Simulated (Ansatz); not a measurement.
CdTe: band structure with revPBE

**Experimental background.**

A printed reference work, data compilation reports, for a bulk crystal of CdTe at 0 K: band gap 1.607 eV.

Crystal: CdTe.

```
CELL_PARAMETERS angstrom
0.00000 3.20500 3.20500
3.20500 0.00000 3.20500
3.20500 3.20500 0.00000
ATOMIC_POSITIONS crystal
Te 0.75000 0.75000 0.75000
Cd 0.00000 0.00000 0.00000
```

```yaml
Program: Ansatz 0.2.0
Task: band structure
Functional: revPBE
Potentials_or_basis: Ansatz PAW
Cutoff: "420 eV (not typed: the program's choice for these potentials)"
k_mesh: 7 × 7 × 7
Occupations: fermi-dirac, width 0.05 eV
Spin: no spin polarisation
Path: "[[\"G\", \"X\", \"W\", \"K\", \"G\", \"L\", \"U\", \"W\", \"L\", \"K\"], [\"U\", \"X\"]]"
Points_for_each_segment_of_the_path: 14
```

| Item | Value |
| --- | --- |
| Pressure | 5.5 GPa |
| Band gap on the k mesh | 0.99 eV, direct |
| Band gap along the path | 0.99 eV, direct |

Levels at the corners of the path, in eV from the valence-band top:
| point | band 14 | band 15 | band 16 | band 17 | band 18 | band 19 | band 20 | band 21 | band 22 | band 23 |
| --- | --- | --- | --- | --- | --- | --- | --- | --- | --- | --- |
| Γ | -8.12 | -8.12 | 0.00 | 0.00 | 0.00 | 0.99 | 4.64 | 4.64 | 4.64 | 7.68 |
| X | -8.08 | -7.58 | -4.43 | -1.96 | -1.96 | 2.66 | 2.74 | 9.13 | 9.37 | 9.37 |
| W | -8.12 | -7.49 | -4.31 | -2.43 | -2.31 | 4.40 | 4.78 | 5.69 | 6.40 | 9.93 |
| K | -8.10 | -7.53 | -4.33 | -2.67 | -1.63 | 2.97 | 4.64 | 7.52 | 7.59 | 8.06 |
| Γ | -8.12 | -8.12 | 0.00 | 0.00 | 0.00 | 0.99 | 4.64 | 4.64 | 4.64 | 7.68 |
| L | -8.11 | -7.73 | -4.57 | -0.82 | -0.82 | 1.94 | 5.25 | 5.25 | 7.26 | 8.90 |
| U | -8.10 | -7.53 | -4.33 | -2.67 | -1.63 | 2.97 | 4.64 | 7.52 | 7.59 | 8.06 |
| W | -8.12 | -7.49 | -4.31 | -2.43 | -2.31 | 4.40 | 4.78 | 5.69 | 6.40 | 9.93 |
| L | -8.11 | -7.73 | -4.57 | -0.82 | -0.82 | 1.94 | 5.25 | 5.25 | 7.26 | 8.90 |
| K | -8.10 | -7.53 | -4.33 | -2.67 | -1.63 | 2.97 | 4.64 | 7.52 | 7.59 | 8.06 |
| U | -8.10 | -7.53 | -4.33 | -2.67 | -1.63 | 2.97 | 4.64 | 7.52 | 7.59 | 8.06 |
| X | -8.08 | -7.58 | -4.43 | -1.96 | -1.96 | 2.66 | 2.74 | 9.13 | 9.37 | 9.37 |

It took 9.9 s on 2 threads of Arm Neoverse V1 (shared host), peak memory 0.39 GiB.

A measured gap of CdTe is 1.607 eV (0 K; a printed reference work, data compilation); the calculated 0.99 eV misses it by -0.62 eV. Spin-orbit coupling on Cd, Te is left out. The value is that of revPBE, without temperature or zero-point motion. Semilocal functionals fall short of measured gaps as a rule.

Caveat: spin-orbit coupling is left out, which moves the levels of the heavy elements; the PAW data sets come from PBE, with cores solved anew for the run's functional, which leaves a small shift of forces and pressure.
